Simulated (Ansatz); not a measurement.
Crystal: Sb.

```
CELL_PARAMETERS angstrom
2.15420 1.24373 3.75800
-2.15420 1.24373 3.75800
0.00000 -2.48746 3.75800
ATOMIC_POSITIONS crystal
Sb 0.76651 0.76651 0.76651
Sb 0.23349 0.23349 0.23349
```

| Item | Value |
| --- | --- |
| Program | Ansatz 0.2.0 |
| Task | relaxation of cell and atoms |
| Functional | PBE |
| Dispersion | D4 |
| Potentials or basis | Ansatz PAW |
| Cutoff | 420 eV (not typed: the program's choice for these potentials) |
| k mesh | 8 × 8 × 8 |
| Occupations | fermi-dirac, width 0.05 eV |
| Spin | no spin polarisation |

At the start: volume 30.21 Å³/atom.

Problem. How do energy, volume and symmetry change on relaxing?

Solution. It ends after 5 steps and the volume is 29.78 Å³/atom (-1.4 %); space group R-3m (No. 166, to 0.05 Å).

The path:
```csv
step,energy change (eV),largest force (eV/Å),volume (Å³)
1,0.0000,0.1571,60.41
2,-0.0040,0.0659,60.11
3,-0.0059,0.0167,59.64
4,-0.0061,0.0047,59.56
5,-0.0059,0.0047,59.56
```

Final structure:
```
CELL_PARAMETERS angstrom
2.16294 1.24878 3.67513
-2.16294 1.24878 3.67513
0.00000 -2.49755 3.67513
ATOMIC_POSITIONS crystal
Sb 0.76417 0.76417 0.76417
Sb 0.23583 0.23583 0.23583
```

Caveat: the plane-wave basis is chosen anew once the cell has moved, so the energies of steps on either side of that aren't comparable; pairwise dispersion overbinds metals, which lowers pressure and volume.
